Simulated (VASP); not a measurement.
TePb, 2 atoms in the cell. It takes space group Fm-3m (No. 225, cubic). The conventional cell has a = 6.462 Å, b = 6.462 Å, c = 6.462 Å, α = 90.00°, β = 90.00°, γ = 90.00°. Around Pb (site symmetry m-3m) lie 6 Te at 3.23 Å. Te (site symmetry m-3m) is surrounded by 6 Pb at 3.23 Å. 

* Program: VASP 6.6.1
* Task: single point
* Functional: HSE06
* Potentials or basis: VASP PAW PBE potentials, release 64 (Pb_d, Te)
* Cutoff: 520 eV
* k mesh: 6 × 6 × 6
* Occupations: gaussian, width 0.02 eV
* Spin: spin-orbit coupling, no magnetisation
* Ladder: free
* Grid for exact exchange (PRECFOCK): Fast
* Screening parameter: 0.2 1/A
* Further INCAR settings: ALGO = Normal; EDIFF = 1e-06

Potentials or basis: VASP PAW PBE potentials, release 64 (Pb_d, Te).

Launch:

```sh
$ cat potpaw_PBE.64/Pb_d/POTCAR potpaw_PBE.64/Te/POTCAR > POTCAR
$ cp INCAR.step1 INCAR
$ mpirun -np 4 vasp_ncl > vasp.out
$ cp INCAR.step2 INCAR
$ mpirun -np 4 vasp_ncl > vasp.out
```

Hardware: 4 MPI ranks on Intel(R) Xeon(R) 6975P-C (Granite Rapids) (shared host).

Q: How long does it take, and how much memory?

A: Wall time 33 min on 4 MPI ranks on Intel(R) Xeon(R) 6975P-C (Granite Rapids) (shared host), peak memory 0.52 GiB a rank. Counts: scf iterations 13, k points 16.
